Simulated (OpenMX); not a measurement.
A run of OpenMX 3.8.5 is set up as follows.

The input TaS2.dat:

```
System.CurrrentDirectory             ./
System.Name                          TaS2
DATA.PATH                            ./DFT_DATA13
level.of.stdout                      1
level.of.fileout                     1
Species.Number                       3
<Definition.of.Atomic.Species
  S   S7.0-s2p2d1f1          S_PBE13
  Ta  Ta7.0-s3p2d2f1         Ta_PBE13
  E   H7.0-s2p1              E
Definition.of.Atomic.Species>

Atoms.Number                         8
Atoms.SpeciesAndCoordinates.Unit     FRAC
<Atoms.SpeciesAndCoordinates
    1  S     0.6666666667    0.3333333334    0.3152585120   3.000  3.000
    2  Ta    0.0000000000    0.0000000000    0.3768390080   6.500  6.500
    3  S     0.3333333333    0.6666666666    0.4384195040   3.000  3.000
    4  S     0.6666666667    0.3333333334    0.5615804960   3.000  3.000
    5  Ta    0.0000000000    0.0000000000    0.6231609920   6.500  6.500
    6  S     0.3333333333    0.6666666666    0.6847414880   3.000  3.000
    7  E     0.3333333333    0.6666666666    0.7772173182   0.000  0.000
    8  E     0.6666666667    0.3333333334    0.2227826818   0.000  0.000
Atoms.SpeciesAndCoordinates>

Atoms.UnitVectors.Unit               Ang
<Atoms.UnitVectors
     3.3500021206    0.0000000000    0.0000000000
    -1.6750010603    2.9011869392    0.0000000000
     0.0000000000    0.0000000000   23.7900000000
Atoms.UnitVectors>

scf.XcType                           GGA-PBE
scf.SpinPolarization                 off
scf.ElectronicTemperature            580.226
scf.energycutoff                     400.0
scf.maxIter                          100
scf.EigenvalueSolver                 band
scf.Kgrid                            9 9 1
scf.Mixing.Type                      rmm-diisk
scf.Init.Mixing.Weight               0.05
scf.Min.Mixing.Weight                0.001
scf.Max.Mixing.Weight                0.3
scf.Mixing.History                   25
scf.Mixing.StartPulay                8
scf.criterion                        1.0e-8
MD.Type                              nomd
```

Potentials or basis: OpenMX 2013 PBE set, S7.0-s2p2d1f1, Ta7.0-s3p2d2f1, grid cutoff 400 Ry.

Launch:

```console
$ openmx TaS2.dat -nt 1 > TaS2.std
```

Q: What does it give for the work function?

A: 5.10 eV.

Q: Estimate the largest force.

A: 1.494 eV/Å.

Forces in eV/Å, atoms in the order of the input:
```
S   -0.002  0.004 -1.494
Ta   0.000  0.000  0.019
S    0.002 -0.004  1.317
S   -0.002  0.004 -1.317
Ta   0.000  0.000 -0.019
S    0.002 -0.004  1.494
```

Caveat: the basis of atomic orbitals isn't converged, which shifts pressures, moduli and gaps. The run has no spin-orbit coupling, so splittings on Ta are missing.
